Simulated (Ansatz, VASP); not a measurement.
One calculation of Rb, two programs

File INCAR:

```
PREC     = Accurate       # precision mode
ENCUT    = 520            # plane-wave cutoff, eV
EDIFF    = 1E-7           # SCF threshold, eV
ISMEAR   = -1             # smearing method
SIGMA    = 0.05           # smearing width, eV
LREAL    = False          # projectors in reciprocal space
LASPH    = True           # aspherical terms in the spheres
NELM     = 60             # most SCF steps
ALGO     = Normal         # electronic algorithm
ISIF     = 2              # what is computed and relaxed
LWAVE    = False          # write WAVECAR
LCHARG   = False          # write CHGCAR
GGA      = PE             # functional
NBANDS   = 10             # bands
```

The input KPOINTS:

```
regular mesh
0
Gamma
  6 6 6
```

File POSCAR:

```
Rb
1.0
   -0.0336890000      3.6804130000      3.6193510000
    3.5920670000     -0.0140660000      3.5997280000
    3.6034680000      3.6721910000     -0.0254670000
Rb
1
Direct
    0.0042250000      0.0048160000     -0.0086020000
```

input.yaml

```yaml
crystal:
  lattice:
    - [-0.033689, 3.680413, 3.619351]
    - [3.592067, -0.014066, 3.599728]
    - [3.603468, 3.672191, -0.025467]
  atoms:
    - { symbol: Rb, position: [0.004225, 0.004816, -0.008602] }
hamiltonian:
  xc: pbe
  pseudopotentials: { kind: paw }
kpoints:
  mp_grid: { grid: [6, 6, 6] }
scf:
  occupations: { method: fermi_dirac, width: 0.05 }
output:
  forces: true
  stress: true
  eigenvalues: true
```

Change from the starting cell: cell strained at random at fixed volume.

Alike in both runs: task single point; functional PBE; k mesh 6 × 6 × 6; occupations fermi-dirac, width 0.05 eV; no spin polarisation.

|  | VASP | Ansatz |
| --- | --- | --- |
| version | VASP 6.6.1 | Ansatz 0.2.0 |
| potentials or method | VASP PAW PBE potentials, release 64 (Rb_sv) | Ansatz PAW |
| plane-wave cutoff (eV) | 520 | 420 |
| valence electrons in the cell | 9 | 9 |

```tsv
	VASP	Ansatz	Ansatz less VASP
gap on the k mesh at the Fermi level (eV)	none	none	-
pressure (GPa)	-0.1	-0.1	0.00
```

A gap of «none» marks a metal or a gap that the smearing closes. With one functional, cell and mesh, what is left measures potentials, basis and numerics.
